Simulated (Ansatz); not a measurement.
# RbBr (Pm-3m) under several functionals

Plane-wave DFT in Ansatz with scalar-relativistic PAW potentials. The same structure was relaxed (cell and atoms, symmetry kept) in separate runs at each level. This CsCl-type form isn't the usual stable structure of the compound. No spin polarisation.

Question: How do the levels LDA, PBE, PBE+D3(BJ), PBEsol, r2SCAN compare?

Answer:
| level | cutoff (eV) | k mesh | V (Å³/atom) | a (Å) | gap (eV) |
| --- | --- | --- | --- | --- | --- |
| LDA | 420 | 6×6×6 | 31.227 | 3.968 | 4.11 |
| PBEsol | 420 | 6×6×6 | 33.714 | 4.070 | 4.04 |
| PBE+D3(BJ) | 420 | 6×6×6 | 34.635 | 4.107 | 4.13 |
| r2SCAN | 500 | 6×6×6 | 35.122 | 4.126 | 4.83 |
| PBE | 420 | 6×6×6 | 36.856 | 4.193 | 3.93 |

The usual order of volumes, LDA < PBEsol < PBE, holds here (31.227, 33.714, 36.856 Å³/atom). As a rule LDA overbinds; PBEsol, built on the gradient expansion of slowly varying densities, lies between LDA and PBE; PBE's stronger gradient term for exchange weakens bonds. Adding D3 to PBE changes the volume by -6.0 %; the term is attractive, so it pulls cells in. In ionic crystals its C6 for cations, set by coordination number and not by charge, is often too large, so it can pull in too far. r2SCAN lies 4.7 % under PBE in volume. Each gap belongs to its own cell, so it mixes the functional's effect with that of the volume; gaps are the least found on the k mesh or on a band path.